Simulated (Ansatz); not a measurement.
# CuO (P1) in Ansatz: notebook

One crystal, CuO, is run at these levels: LDA, PBE; tasks: relaxation of cell and atoms, single point.

Program: Ansatz 0.2.0. These are calculated values, not measurements. Logs are shortened: lines on timing, memory, paths and dates and some standing lists are left out, and cuts for length are marked.

**1. The crystal as given**

The typed cell holds 2 atoms: a = 2.993 Å, b = 2.993 Å, c = 2.993 Å, α = 60.00°, β = 60.00°, γ = 60.00°.

The cell comes from a database or a generator and needn't be the stable form of this composition.

**2. Relaxation of cell and atoms, LDA**

The input, input.yaml:

```yaml
crystal:
  lattice:
    - [0.0, 2.11656, 2.11656]
    - [2.11656, 0.0, 2.11656]
    - [2.11656, 2.11656, 0.0]
  atoms:
    - { symbol: Cu, position: [0.02949772, 0.02810087, 0.90802599] }
    - { symbol: O, position: [0.47050228, 0.47189913, 0.59197401] }
hamiltonian:
  xc: lda
  pseudopotentials: { kind: paw }
kpoints:
  mp_grid: { grid: [11, 11, 11] }
scf:
  occupations: { method: fermi_dirac, width: 0.05 }
output:
  forces: true
  stress: true
  eigenvalues: true
relax:
  f_tol: 0.01
  max_steps: 40
  cell: { stress_tol: 0.05 }
```

Potentials or basis: Ansatz PAW.

The run is started by

```
$ ansatz run input.yaml --threads 2 --pin off --max-ram 5632MiB --backend cpu --events-out ev --progress --plain --runs-dir out
```

Log:

```text
Warning: RAYON_NUM_THREADS=2 ignored (pool sized by the plan → 2); use --threads N
Engine: ansatz 0.2.0, aarch64-unknown-linux-gnu
Pseudopotentials: kind: paw
Pseudopotential: Cu, paw, valence charge 19, recommended cutoff 420 eV (normal), Cu.paw.azcp
Pseudopotential: O, paw, valence charge 6, recommended cutoff 420 eV (normal), O.paw.azcp
Functional definition: SPW92
  exchange = slater_x
  correlation = pw_c
Crystal: 2 atoms, lattice volume = 18.964 Å³
Basis set: ecut = 420 eV, 339 PW (Γ)
Bands: 17, of which v1, the nominal top of the filled ones, is band 13 counted from 1 (12 counted from 0)
Symmetry: 1 space group operations
Space group: P1 (ITA 1), of the structure as read, at distance tolerance 2.7e-5 Å
k-points: 666 of 1331 (time reversal used)
Non-local potential: Cu, projectors of the file, l = 0: 3, l = 1: 2, l = 2: 3, l = 3: 1
Non-local potential: O, projectors of the file, l = 0: 2, l = 1: 2, l = 2: 1
PAW form: soft (Blöchl's): semilocal exchange-correlation on the pseudo side does not see the compensation charge
PAW frozen core: Cu, regenerated for the run's functional, and the local potential with it (the file was generated under x = pbe(κ = 0.804, μ = 0.2195149727645171), c = pbe(β = 0.06672455060314922))
PAW frozen core: O, regenerated for the run's functional, and the local potential with it (the file was generated under x = pbe(κ = 0.804, μ = 0.2195149727645171), c = pbe(β = 0.06672455060314922))
PAW one-centre angular grid: Cu, 590 points (default); XC on 64 Gauss nodes
PAW one-centre angular grid: O, 110 points (default); XC on 64 Gauss nodes
Initial density: superposition of atomic densities (neutral atoms: chi_scale 0, normalization atom), corrected by the library's trained network
Initial wavefunctions: pseudopotential atomic-orbital guess
Functional: x = slater, c = lda
SCF iter   1: F=—  HF=-7109.019903 eV  |F-HF|=—  |Δ(HF+E_count)|=         —  Δρ=2.43e-2  dr2=5.95e-2  ethr=1.77e-3  ⟨swp⟩=5.9  Hψ=50646  notcnv=0
preconditioner: auto → none  [metal: Δε(μ)=0.000 eV  Ē_g=14.758 eV  σ=0.050 eV  W_gap=0.00  n_scr=8 (ndim 8)  ℏωp=35.2 eV  f_vac=0.000  D(μ)=2.42/eV (n_scr^D=26)  sad-step TF]
SCF iter   2: F=—  HF=-7109.004580 eV  |F-HF|=—  |Δ(HF+E_count)|=   1.53e-2  Δρ=9.75e-3  dr2=1.44e-2  ethr=2.38e-4  ⟨swp⟩=2.0  Hψ=22491  notcnv=0
SCF iter   3: F=—  HF=-7109.000679 eV  |F-HF|=—  |Δ(HF+E_count)|=   3.90e-3  Δρ=2.67e-3  dr2=1.17e-3  ethr=5.76e-5  ⟨swp⟩=2.2  Hψ=15186  notcnv=0
SCF iter   4: F=—  HF=-7109.000342 eV  |F-HF|=—  |Δ(HF+E_count)|=   3.38e-4  Δρ=3.81e-4  dr2=1.69e-5  ethr=4.66e-6  ⟨swp⟩=1.9  Hψ=14383  notcnv=0
SCF iter   5: F=—  HF=-7109.000338 eV  |F-HF|=—  |Δ(HF+E_count)|=   4.07e-6  Δρ=4.28e-5  dr2=1.52e-7  ethr=6.76e-8  ⟨swp⟩=1.4  Hψ=13468  notcnv=0
SCF iter   6: F=-7109.000338 eV  HF=-7109.000338 eV  |F-HF|=1.01e-8  |Δ(HF+E_count)|=   3.62e-8  Δρ=1.10e-5  dr2=6.09e-9  ethr=4.00e-10  ⟨swp⟩=4.9  Hψ=48158  notcnv=0
SCF 1 converged in 6 iterations: F = -7109.000338 eV  dr2 = 6.09e-9
relax step   1: F+E_penalty+E_count = -7109.00033761 eV  Δ(F+E_penalty+E_count) = +0.000e0 eV  max|allowed force component| = 4.137e-1 eV/Å  Δτ_max = 0.0000 Å  P = +1.477 GPa  Ω = 18.964 Å³  (6 SCF iters, dr2 threshold 1.00e-7 eV, accepted)
Crystal: 2 atoms, lattice volume = 18.759 Å³
Initial density: handed on by an earlier stage of this run
Initial wavefunctions: those handed on with the density
iter 1 solved again at ethr=3.27e-6 eV; its pass at ethr=3.10e-3 eV (dr2=8.19e-4 eV) is discarded
SCF iter   1: F=—  HF=-7109.023870 eV  |F-HF|=—  |Δ(HF+E_count)|=         —  Δρ=3.86e-3  dr2=8.02e-4  ethr=3.27e-6  ⟨swp⟩=2.1  Hψ=73065  notcnv=0
preconditioner: auto → none  [metal: Δε(μ)=0.001 eV  Ē_g=14.913 eV  σ=0.050 eV  W_gap=0.01  n_scr=8 (ndim 8)  ℏωp=35.3 eV  f_vac=0.000  D(μ)=2.56/eV (n_scr^D=44)]
SCF iter   2: F=—  HF=-7109.023658 eV  |F-HF|=—  |Δ(HF+E_count)|=   2.12e-4  Δρ=1.56e-3  dr2=1.17e-4  ethr=3.21e-6  ⟨swp⟩=1.0  Hψ=11326  notcnv=0
SCF iter   3: F=—  HF=-7109.023640 eV  |F-HF|=—  |Δ(HF+E_count)|=   1.79e-5  Δρ=2.30e-4  dr2=1.51e-6  ethr=4.68e-7  ⟨swp⟩=1.7  Hψ=15423  notcnv=0
iter 4 did not close the SCF: its close was put off for the readings that it lacked (scf_convergence_deferred on its scf_iter line)
SCF iter   4: F=-7109.023640 eV  HF=-7109.023640 eV  |F-HF|=1.43e-7  |Δ(HF+E_count)|=   2.09e-8  Δρ=5.55e-5  dr2=1.92e-7  ethr=6.05e-9  ⟨swp⟩=2.3  Hψ=18434  notcnv=0
iter 5 did not close the SCF: its close was put off for the readings that it lacked (scf_convergence_deferred on its scf_iter line)
SCF iter   5: F=-7109.023640 eV  HF=-7109.023640 eV  |F-HF|=1.88e-8  |Δ(HF+E_count)|=   1.19e-8  Δρ=1.16e-5  dr2=1.04e-8  ethr=7.67e-10  ⟨swp⟩=2.3  Hψ=17586  notcnv=0
SCF iter   6: F=-7109.023640 eV  HF=-7109.023640 eV  |F-HF|=1.01e-10  |Δ(HF+E_count)|=   4.47e-9  Δρ=2.55e-6  dr2=3.03e-10  ethr=4.17e-11  ⟨swp⟩=1.9  Hψ=36892  notcnv=0
[... 99 lines left out ...]
SCF iter   4: F=—  HF=-7109.388814 eV  |F-HF|=—  |Δ(HF+E_count)|=   1.93e-8  Δρ=6.86e-6  dr2=4.06e-9  ethr=1.51e-10  ⟨swp⟩=2.1  Hψ=15214  notcnv=0
SCF iter   5: F=—  HF=-7109.388814 eV  |F-HF|=—  |Δ(HF+E_count)|=   1.59e-9  Δρ=7.90e-7  dr2=4.13e-11  ethr=1.63e-11  ⟨swp⟩=2.1  Hψ=18801  notcnv=0
SCF iter   6: F=-7109.388814 eV  HF=-7109.388814 eV  |F-HF|=0.00e0  |Δ(HF+E_count)|=  2.18e-11  Δρ=1.01e-7  dr2=9.46e-13  ethr=1.00e-12  ⟨swp⟩=5.0  Hψ=44214  notcnv=0
SCF 10 converged in 6 iterations: F = -7109.388814 eV  dr2 = 9.46e-13
relax step  10: F+E_penalty+E_count = -7109.38881428 eV  Δ(F+E_penalty+E_count) = +6.881e-3 eV  max|allowed force component| = 1.131e-5 eV/Å  Δτ_max = 0.0000 Å  P = -0.473 GPa  Ω = 17.571 Å³  stress off target by 4.83e-1 GPa  SCF on the basis re-selected at this cell (its energy is not comparable with the rows above)  (6 SCF iters)
basis re-selected at this cell: Δ(F+E_penalty+E_count) = +6.881e-3 eV, ΔP = -0.475 GPa vs the last step (what re-selecting the basis moved, of the pressure what is left beyond the Pulay correction that the steps carried, after the strain that the cell walked since its last selection, with what the two solves' SCF thresholds leave and, on support functions, any second-order correction that the steps lacked; it is no measure of the basis error at this ecutwfc). The dense FFT grid was sized anew with the basis: this SCF ran on 20×20×20 points, the steps before it on 24×24×24, so part of this shift can come from that change (see relax.cell in the input reference). This SCF's stress stands 4.83e-1 GPa from its target on what of the cell is left free (relax.cell.stress_tol is 5.00e-2 GPa) and its largest allowed force component is 1.13e-5 eV/Å (relax.f_tol is 1.00e-2 eV/Å): not within both, so this SCF does not close the relaxation
Crystal: 2 atoms, lattice volume = 17.536 Å³
iter 1 solved again at ethr=8.54e-8 eV; its pass at ethr=3.10e-3 eV (dr2=2.13e-5 eV) is discarded
SCF iter   1: F=—  HF=-7109.389122 eV  |F-HF|=—  |Δ(HF+E_count)|=         —  Δρ=3.98e-4  dr2=2.12e-5  ethr=8.54e-8  ⟨swp⟩=2.5  Hψ=60694  notcnv=0
preconditioner: auto → none  [metal: Δε(μ)=0.085 eV  Ē_g=15.317 eV  σ=0.050 eV  W_gap=0.40  n_scr=8 (ndim 8)  ℏωp=36.6 eV  f_vac=0.000  D(μ)=1.45/eV (n_scr^D=14)]
SCF iter   2: F=—  HF=-7109.389118 eV  |F-HF|=—  |Δ(HF+E_count)|=   3.67e-6  Δρ=1.34e-4  dr2=2.76e-6  ethr=8.47e-8  ⟨swp⟩=1.0  Hψ=11322  notcnv=0
iter 3 did not close the SCF: its close was put off for the readings that it lacked (scf_convergence_deferred on its scf_iter line)
SCF iter   3: F=-7109.389117 eV  HF=-7109.389118 eV  |F-HF|=7.30e-8  |Δ(HF+E_count)|=   5.99e-7  Δρ=2.25e-5  dr2=5.30e-8  ethr=1.10e-8  ⟨swp⟩=2.1  Hψ=16720  notcnv=0
iter 4 did not close the SCF: its close was put off for the readings that it lacked (scf_convergence_deferred on its scf_iter line)
SCF iter   4: F=-7109.389118 eV  HF=-7109.389118 eV  |F-HF|=1.70e-10  |Δ(HF+E_count)|=   1.04e-8  Δρ=6.90e-6  dr2=3.43e-9  ethr=2.12e-10  ⟨swp⟩=2.7  Hψ=18237  notcnv=0
iter 5 did not close the SCF: its close was put off for the readings that it lacked (scf_convergence_deferred on its scf_iter line)
SCF iter   5: F=-7109.389118 eV  HF=-7109.389118 eV  |F-HF|=1.94e-10  |Δ(HF+E_count)|=  7.61e-10  Δρ=8.87e-7  dr2=5.30e-11  ethr=1.37e-11  ⟨swp⟩=2.0  Hψ=15797  notcnv=0
SCF iter   6: F=-7109.389118 eV  HF=-7109.389118 eV  |F-HF|=3.64e-12  |Δ(HF+E_count)|=  3.64e-11  Δρ=7.96e-8  dr2=6.28e-13  ethr=1.00e-12  ⟨swp⟩=1.0  Hψ=31568  notcnv=0
SCF 11 converged in 6 iterations: F = -7109.389118 eV  dr2 = 6.28e-13
relax step  11: F+E_penalty+E_count = -7109.38911751 eV  Δ(F+E_penalty+E_count) = -3.032e-4 eV  max|allowed force component| = 2.514e-5 eV/Å  Δτ_max = 0.0000 Å  P = -0.003 GPa  Ω = 17.536 Å³  energy of the carried Pulay correction = +2.506e-4 eV  (6 SCF iters, dr2 threshold 2.00e-7 eV, accepted)
iter 1 solved again at ethr=2.79e-9 eV; its pass at ethr=3.10e-3 eV (dr2=6.97e-7 eV) is discarded
SCF iter   1: F=—  HF=-7109.388827 eV  |F-HF|=—  |Δ(HF+E_count)|=         —  Δρ=2.89e-5  dr2=2.36e-8  ethr=2.79e-9  ⟨swp⟩=3.6  Hψ=86435  notcnv=0
preconditioner: auto → none  [metal: Δε(μ)=0.085 eV  Ē_g=15.318 eV  σ=0.050 eV  W_gap=0.40  n_scr=8 (ndim 8)  ℏωp=36.6 eV  f_vac=0.000  D(μ)=1.45/eV (n_scr^D=14)]
SCF iter   2: F=—  HF=-7109.388827 eV  |F-HF|=—  |Δ(HF+E_count)|=   1.06e-8  Δρ=1.28e-5  dr2=3.50e-9  ethr=9.44e-11  ⟨swp⟩=2.0  Hψ=14907  notcnv=0
SCF iter   3: F=—  HF=-7109.388827 eV  |F-HF|=—  |Δ(HF+E_count)|=  5.57e-10  Δρ=1.68e-6  dr2=1.09e-10  ethr=1.40e-11  ⟨swp⟩=2.0  Hψ=15884  notcnv=0
SCF iter   4: F=—  HF=-7109.388827 eV  |F-HF|=—  |Δ(HF+E_count)|=  2.55e-11  Δρ=5.95e-7  dr2=2.70e-11  ethr=1.00e-12  ⟨swp⟩=2.3  Hψ=16673  notcnv=0
iter 5 did not close the SCF: its close was put off for the readings that it lacked (scf_convergence_deferred on its scf_iter line)
SCF iter   5: F=-7109.388827 eV  HF=-7109.388827 eV  |F-HF|=9.09e-13  |Δ(HF+E_count)|=  1.27e-11  Δρ=6.41e-8  dr2=2.29e-13  ethr=1.00e-12  ⟨swp⟩=1.0  Hψ=11322  notcnv=0
SCF iter   6: F=-7109.388827 eV  HF=-7109.388827 eV  |F-HF|=9.09e-13  |Δ(HF+E_count)|=    0.00e0  Δρ=8.73e-9  dr2=1.01e-14  ethr=1.00e-12  ⟨swp⟩=3.4  Hψ=40946  notcnv=0
SCF 12 converged in 6 iterations: F = -7109.388827 eV  dr2 = 1.01e-14
relax step  12: F+E_penalty+E_count = -7109.38882748 eV  Δ(F+E_penalty+E_count) = +2.900e-4 eV  max|allowed force component| = 2.514e-5 eV/Å  Δτ_max = 0.0000 Å  P = -0.016 GPa  Ω = 17.536 Å³  stress off target by 1.73e-2 GPa  SCF on the basis re-selected at this cell (its energy is not comparable with the rows above)  (6 SCF iters)
basis re-selected at this cell: Δ(F+E_penalty+E_count) = +2.900e-4 eV, ΔP = -0.013 GPa vs the last step (what re-selecting the basis moved, of the pressure what is left beyond the Pulay correction that the steps carried, after the strain that the cell walked since its last selection, with what the two solves' SCF thresholds leave and, on support functions, any second-order correction that the steps lacked; it is no measure of the basis error at this ecutwfc). This SCF's stress stands 1.73e-2 GPa from its target on what of the cell is left free (relax.cell.stress_tol is 5.00e-2 GPa) and its largest allowed force component is 2.51e-5 eV/Å (relax.f_tol is 1.00e-2 eV/Å): within both
SCF converged after 6 iterations
Free energy (F): -7109.388827 eV
Harris-Foulkes:  -7109.388827 eV  (|F-HF|=9.09e-13)
Internal energy: -7109.376555 eV  (E = F + TS)
E sigma→0 (E₀):  -7109.382691 eV
Entropy (-TS):   -0.012273 eV (-6.136 meV/atom)
Fermi energy:    14.386975 eV
--- Per-component energies (eV) ---
  E_band       = -365.300129
  E_kinetic    = 472.210667
  E_local      = -4446.759474  (includes V_loc(G=0)·N_el)
  E_nonlocal   = 448.988003
  E_hartree    = 1929.423995
  E_xc         = -160.721486
  E_vxc        = -207.635661  (∫ρ·V_xc dr)
  E_paw        = -1741.630709  (= ΣΔE_a)
  E_vpaw       = -490.954261  (= ΣTr[D̂ρ^β])
  E_aug_tail   = 0.002612  (compensation charges beyond the density's cutoff)
  E_ewald      = -3611.436745
  E_core_change = 0.546582  (= ΣΔE_core)
  E_smearing   = -0.012273  (= −TS)
  E_closure    = 0.000000  (closes the sum)
  Σ components = -7109.388827   (vs F -7109.388827, Δ=0.00e0)
--- Forces (eV/Å), atoms counted from 1 ---
  atom   1  Cu     0.00002434     0.00002514    -0.00001120
  atom   2  O     -0.00002434    -0.00002514     0.00001120
  max |Σ_I F_I| component: 8.01e-10 eV/Å
--- Stress (GPa, compression-positive) ---
       -0.015216      -0.000610       0.000484
       -0.000610      -0.015359       0.000447
        0.000484       0.000447      -0.017008
  P = ⅓ Tr σ = -0.0159 GPa (-0.159 kbar)
--- Band table (eV; the first three rows and the last of 666) ---
  k-point 0: bands = ["-97.0607", "-54.8823", "-54.8823", "-54.8823", "-5.6638", "11.6711", "11.6712", "11.6713", "11.7306", "11.7307", "11.7308", "11.9296", "11.9296", "16.1973", "32.6560", "33.4644", "33.4648"]
  k-point 1: bands = ["-97.0605", "-54.8842", "-54.8826", "-54.8826", "-5.5576", "10.7576", "10.9437", "10.9438", "11.7548", "11.7548", "12.0537", "12.7192", "12.7192", "16.8025", "30.5736", "33.0973", "33.0976"]
  k-point 2: bands = ["-97.0601", "-54.8893", "-54.8833", "-54.8833", "-5.2583", "9.3697", "10.1797", "10.1798", "11.9001", "11.9002", "12.2430", "13.5761", "13.5762", "18.0366", "28.1779", "31.8283", "31.8288"]
  k-point 665: bands = ["-97.0586", "-54.9054", "-54.8870", "-54.8860", "-4.0342", "6.2182", "8.8274", "8.9007", "12.3820", "12.4051", "12.8758", "14.8551", "15.1640", "20.6684", "24.4022", "27.6717", "28.5598"]
--- Relaxed structure (10 steps of the walk, 10 accepted, 2 SCFs on fresh bases) ---
  F+E_penalty+E_count = -7109.38882748 eV   max|allowed force component| = 2.514e-5 eV/Å   (the final SCF, on the basis selected at the relaxed cell)
  cell:  # Å, volume = 17.5358 Å³
    - [2.3603990858317773e-6, 2.0620224591796936, 2.0620734826718223]
    - [2.062017237256993, 3.1369157409192987e-6, 2.0620727061551674]
    - [2.0620402750712166, 2.062044720477262, -1.9900898482726488e-5]
  atoms:
    - { symbol: Cu, position: [1.7938340580599015e-7, 2.0692560369623175e-7, 0.999998954086995] }
    - { symbol: O, position: [0.49999982061659387, 0.499999793074396, 0.500001045913005] }
```

Wall time 2.8 min (2 threads of Arm Neoverse V1, shared host); peak memory 0.58 GiB.

Results:

* Free energy: -7109.3888 eV
* Relaxed volume: 8.77 Å³/atom
* Relaxed cell: a = 2.916 Å, b = 2.916 Å, c = 2.916 Å, α = 60.00°, β = 60.00°, γ = 60.00°
* Space group after relaxing (to 0.05 Å): Fm-3m (No. 225)
* Energy gained by relaxing: 194.2 meV/atom
* Ionic steps: 12
* Pressure after relaxing: 0.0 GPa
* Band gap on the k mesh: none (metal or under the smearing width)

The path:
| step | energy change (eV) | largest force (eV/Å) | volume (Å³) |
| --- | --- | --- | --- |
| 1 | 0.0000 | 0.5954 | 18.96 |
| 2 | -0.0233 | 0.7254 | 18.76 |
| 3 | -0.1159 | 1.0918 | 18.22 |
| 4 | -0.2075 | 0.9759 | 17.62 |
| 5 | -0.2674 | 0.9511 | 17.40 |
| 6 | -0.3855 | 0.1994 | 17.36 |
| 7 | -0.3909 | 0.0613 | 17.50 |
| 8 | -0.3954 | 0.0019 | 17.56 |
| 9 | -0.3954 | 0.0000 | 17.57 |
| 10 | -0.3885 | 0.0000 | 17.57 |
| 11 | -0.3888 | 0.0000 | 17.54 |
| 12 | -0.3885 | 0.0000 | 17.54 |

Final structure:
```
Cu O
1.0
     0.00000    2.06202    2.06207
     2.06202    0.00000    2.06207
     2.06204    2.06204   -0.00002
Cu O
1 1
Direct
  0.00000 0.00000 0.00000
  0.50000 0.50000 0.50000
```

Levels at points of the mesh, in eV from the Fermi level:
```
           k point  band 9  band 10  band 11  band 12  band 13  band 14  band 15  band 16  band 17
(0.00, 0.00, 0.00)   -2.66    -2.66    -2.66    -2.46    -2.46     1.81    18.27    19.08    19.08
```

Caveat: the plane-wave basis is chosen anew once the cell has moved, so the energies of steps on either side of that aren't comparable; the pressure holds a Pulay correction of +1.1 GPa for the finite cutoff; an odd number of electrons without spin polarisation forces a metal; a magnetic or distorted state may lie lower; the run has no spin polarisation, though such a crystal can be magnetic; semilocal functionals often make such compounds metallic where correlation or magnetic order opens a gap, which also shifts bond lengths; the PAW data sets come from PBE, with cores solved anew for the run's functional, which leaves a small shift of forces and pressure. With open d or f shells a metallic result of LDA can be an artefact of self-interaction; +U or a hybrid may open a gap.

**3. Relaxation of cell and atoms, PBE**

input.yaml: that of step 2 with these lines changed.

```diff
@@ -9,3 +9,3 @@
 hamiltonian:
-  xc: lda
+  xc: pbe
   pseudopotentials: { kind: paw }
```

Potentials or basis: Ansatz PAW.

The run is started by

```
$ ansatz run input.yaml --threads 2 --pin off --max-ram 5632MiB --backend cpu --events-out ev --progress --plain --runs-dir out
```

Wall time 2.4 min (2 threads of Arm Neoverse V1, shared host); peak memory 0.56 GiB.

It converged, with:

- Free energy: -7190.9311 eV
- Relaxed volume: 9.56 Å³/atom
- Relaxed cell: a = 3.001 Å, b = 3.001 Å, c = 3.002 Å, α = 59.99°, β = 60.00°, γ = 60.01°
- Space group after relaxing (to 0.05 Å): Fm-3m (No. 225)
- Energy gained by relaxing: 201.2 meV/atom
- Ionic steps: 10
- Pressure after relaxing: 0.0 GPa
- Band gap on the k mesh: none (metal or under the smearing width)

The path:
| step | energy change (eV) | largest force (eV/Å) | volume (Å³) |
| --- | --- | --- | --- |
| 1 | 0.0000 | 0.9306 | 18.96 |
| 2 | -0.0713 | 0.6511 | 19.75 |
| 3 | -0.1131 | 0.5778 | 20.34 |
| 4 | -0.2728 | 0.3829 | 20.51 |
| 5 | -0.3779 | 0.1101 | 19.74 |
| 6 | -0.4014 | 0.0037 | 19.07 |
| 7 | -0.4015 | 0.0006 | 19.11 |
| 8 | -0.4024 | 0.0006 | 19.11 |
| 9 | -0.4023 | 0.0001 | 19.12 |
| 10 | -0.4024 | 0.0001 | 19.12 |

Final structure:
```
Cu O
1.0
     0.00000    2.12234    2.12192
     2.12283    0.00000    2.12192
     2.12282    2.12234    0.00000
Cu O
1 1
Direct
  0.00000 0.00000 0.00000
  0.50000 0.50000 0.50000
```

Levels at points of the mesh, in eV from the Fermi level:
| k point | band 10 | band 11 | band 12 | band 13 | band 14 | band 15 | band 16 | band 17 |
| --- | --- | --- | --- | --- | --- | --- | --- | --- |
| (0.00, 0.00, 0.00) | -2.33 | -2.33 | -2.14 | -2.14 | 1.37 | 18.15 | 18.63 | 18.63 |

Caveat: the plane-wave basis is chosen anew once the cell has moved, so the energies of steps on either side of that aren't comparable; the pressure holds a Pulay correction of +0.8 GPa for the finite cutoff; an odd number of electrons without spin polarisation forces a metal; a magnetic or distorted state may lie lower; the run has no spin polarisation, though such a crystal can be magnetic; semilocal functionals often make such compounds metallic where correlation or magnetic order opens a gap, which also shifts bond lengths.

(Continued in part 2 of 2.)
